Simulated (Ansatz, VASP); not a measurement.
# One calculation of BiS, two programs

INCAR

```
  PREC = Accurate
  ENCUT = 520
  EDIFF = 1E-6
  ISMEAR = -1
  SIGMA = 0.05
  LREAL = F
  LASPH = T
  NELM = 80
  ALGO = Normal
  ISIF = 2
  LWAVE = F
  LCHARG = F
  GGA = PE
```

Contents of KPOINTS:

```
regular mesh
0
Gamma
  8 8 8
```

The input POSCAR:

```
BiS
1.0
    2.1303635787      1.2299659810      3.5004874800
   -2.1303635787      1.2299659810      3.5004874800
    0.0000000000     -2.4599319721      3.5004874800
Bi S
1 1
Direct
    0.0000000000      0.0000000000      0.0000000000
    0.5000000000      0.5000000000      0.5000000000
```

The input input.yaml:

```yaml
crystal:
  lattice:
    - [2.1303635787, 1.229965981, 3.50048748]
    - [-2.1303635787, 1.229965981, 3.50048748]
    - [0.0, -2.4599319721, 3.50048748]
  atoms:
    - { symbol: Bi, position: [0.0, 0.0, 0.0] }
    - { symbol: S, position: [0.5, 0.5, 0.5] }
hamiltonian:
  xc: pbe
  pseudopotentials: { kind: paw }
kpoints:
  mp_grid: { grid: [8, 8, 8] }
scf:
  occupations: { method: fermi_dirac, width: 0.05 }
output:
  forces: true
  stress: true
  eigenvalues: true
```

Change from the starting cell: strain = 0.01.

Alike in both runs: task single point; functional PBE; k mesh 8 × 8 × 8; occupations fermi-dirac, width 0.05 eV; no spin polarisation.

|  | VASP | Ansatz |
| --- | --- | --- |
| version | VASP 6.6.1 | Ansatz 0.2.0 |
| potentials or method | VASP PAW PBE potentials, release 64 (Bi_d, S) | Ansatz PAW |
| plane-wave cutoff (eV) | 520 | 420 |
| valence electrons in the cell | 21 | 21 |

|  | VASP | Ansatz | Ansatz less VASP |
| --- | --- | --- | --- |
| gap on the k mesh at the Fermi level (eV) | none | none | - |
| pressure (GPa) | -2.4 | -2.4 | +0.06 |
| largest component of the traceless stress (GPa) | 0.12 | 0.12 | 0.000 |

A gap of «none» marks a metal or a gap that the smearing closes.

Caveats: spin-orbit coupling is left out, which moves the levels of the heavy elements.
